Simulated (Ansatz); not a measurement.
**PbS (rocksalt type): how the settings move a single-point run**

Question: which choices in the input matter for PbS (rocksalt type)?

Computed with Ansatz 0.2.0 (reference: DFT, PBE, PAW with Ansatz's default frozen-core files, scalar-relativistic, unless a step's input says otherwise).

### 1 Starting point

It takes space group Imm2 (No. 44, orthorhombic). Conventional cell: a = 4.249 Å, b = 6.009 Å, c = 4.249 Å, α = 90.00°, β = 90.00°, γ = 90.00°. Around Pb (site symmetry mm2) lie 6 S at 2.97 to 3.04 Å. S (site symmetry mm2) is surrounded by 6 Pb at 2.97 to 3.04 Å.

As a file:

```
CELL_PARAMETERS angstrom
0.00000 3.00427 3.00427
3.00427 0.00000 3.00427
3.00427 3.00427 0.00000
ATOMIC_POSITIONS crystal
Pb 0.00000 0.00000 0.00000
S 0.50000 0.50000 0.51177
```

### 2 The reference run

The input, input.yaml:

```yaml
crystal:
  lattice:
    - [0.0, 3.0042711419, 3.0042711419]
    - [3.0042711419, 0.0, 3.0042711419]
    - [3.0042711419, 3.0042711419, 0.0]
  atoms:
    - { symbol: Pb, position: [0.0, 0.0, 0.0] }
    - { symbol: S, position: [0.5, 0.5, 0.5117682454] }
kpoints:
  mp_grid: { grid: [12, 12, 12] }
scf:
  occupations: { method: fermi_dirac, width: 0.05 }
hamiltonian:
  xc: pbe
  pseudopotentials: { kind: paw }
output:
  forces: true
  stress: true
  eigenvalues: true
  efg: { contact_densities: true }
  write_density: true
  write_potential: true
  elf: true
  volumetric_format: npy
```

Run with:

```
$ ansatz run input.yaml --threads 1 --pin off --max-ram 2048MiB --backend cpu --events-out ev --progress --plain --runs-dir out
```

### 3 Changing settings: starting moments, occupations.method methfessel_paxton, spin_polarized true

input.yaml, as its differences from that of step 2:

```diff
@@ -6,4 +6,4 @@
   atoms:
-    - { symbol: Pb, position: [0.0, 0.0, 0.0] }
-    - { symbol: S, position: [0.5, 0.5, 0.5117682454] }
+    - { symbol: Pb, position: [0.0, 0.0, 0.0], spin: 0.2 }
+    - { symbol: S, position: [0.5, 0.5, 0.5117682454], spin: 0.2 }
 kpoints:
@@ -11,3 +11,3 @@
 scf:
-  occupations: { method: fermi_dirac, width: 0.05 }
+  occupations: { method: methfessel_paxton, width: 0.05 }
 hamiltonian:
@@ -24 +24,3 @@
   volumetric_format: npy
+magnetization:
+  spin_polarized: true
```

Before running it: what results should come out? Wanted: for each run, ending; energy change; pressure; gap; force.

The runs gave:

```tsv
run	ending	energy change	pressure (GPa)	gap (eV)	force (eV/Å)	cycles	time
reference	converged	0	0.0	0.50	0.01	6	13 s
1: starting moments, occupations.method methfessel_paxton, spin_polarized true	converged	0.0 meV/atom (σ→0)	0.0	0.50	0.01	12	56 s
```

Residual by cycle in the longest SCF loop of each run; runs are numbered as in the table. The quantity is the density residual dr2, in eV.

```tsv
cycle	reference	run 1
1	0.00106	1.89
2	1.4e-4	0.113
3	1.7e-5	0.0263
4	1.3e-6	4.2e-4
5	7.8e-8	1.1e-4
6	3.6e-9	5.3e-6
7	-	1.9e-6
8	-	9.9e-8
9	-	8.1e-8
10	-	1.9e-7
11	-	1.3e-8
12	-	8.3e-11
```

With the changed spin polarisation and smearing the energy stays within 0.5 meV/atom: no moment survives, so both runs end on the same non-magnetic state. The gap of the reference lacks spin-orbit coupling, though the cell holds Pb.

These are semilocal Kohn-Sham gaps, which aren't the measured quantity. Such gaps usually fall short of the measured ones; spin-orbit coupling, left out here, narrows gaps with Pb, so the two errors partly cancel.
